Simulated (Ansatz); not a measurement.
# Rb: the cost of one run

Method: DFT PBE, scalar-relativistic, plane waves, PAW, in Ansatz 0.2.0.

2 further runs of the same task are left out: 1 that didn't finish, 1 set aside as unsound or not needed.

## (1) The system as given

Symmetry: Pnma, No. 62, orthorhombic system. Conventional cell: a = 5.740 Å, b = 4.640 Å, c = 12.380 Å, α = 90.00°, β = 90.00°, γ = 90.00°. Around Rb (site symmetry m) lie 2 Rb at 3.56 Å.

Structure file:

```xyz
4
Lattice="5.7400 0.0000 0.0000 0.0000 4.6400 0.0000 0.0000 0.0000 12.3800" Properties=species:S:1:pos:R:3 pbc="T T T"
Rb    0.2698    1.1600   11.0553
Rb    2.6002    3.4800    4.8653
Rb    3.1398    1.1600    7.5147
Rb    5.4702    3.4800    1.3247
```

The structure comes from the Crystallography Open Database.

## (2) A distortion that keeps the symmetry

Against the listed cell: strain xx, yy, zz, yz, xz, xy = -0.5, -0.6, +1.0, +0.0, +0.0, +0.0 %; atoms moved by 0.06 Å root mean square, at most 0.06 Å.

input.yaml reads:

```yaml
crystal:
  lattice:
    - [5.7125628, 0.0, 0.0]
    - [0.0, 4.6140624, 0.0]
    - [0.0, 0.0, 12.5014478]
  atoms:
    - { symbol: Rb, position: [0.0405171977, 0.25, 0.8891981269] }
    - { symbol: Rb, position: [0.4594828023, 0.75, 0.3891981269] }
    - { symbol: Rb, position: [0.5405171977, 0.25, 0.6108018731] }
    - { symbol: Rb, position: [0.9594828023, 0.75, 0.1108018731] }
basis:
  ecutwfc: 420
kpoints:
  mp_grid: { grid: [8, 10, 4] }
hamiltonian:
  xc: pbe
scf:
  occupations: { method: gaussian, width: 0.1 }
output:
  forces: true
  stress: true
  eigenvalues: true
```

On the command line:

```
$ ansatz run input.yaml --threads 1 --pin off --max-ram 1331MiB --backend cpu --events-out ev --progress --plain --runs-dir out
```

What time and memory should one allow on 1 thread of an x86-64 CPU, shared host?

About 31 s, with a peak of 0.81 GiB.
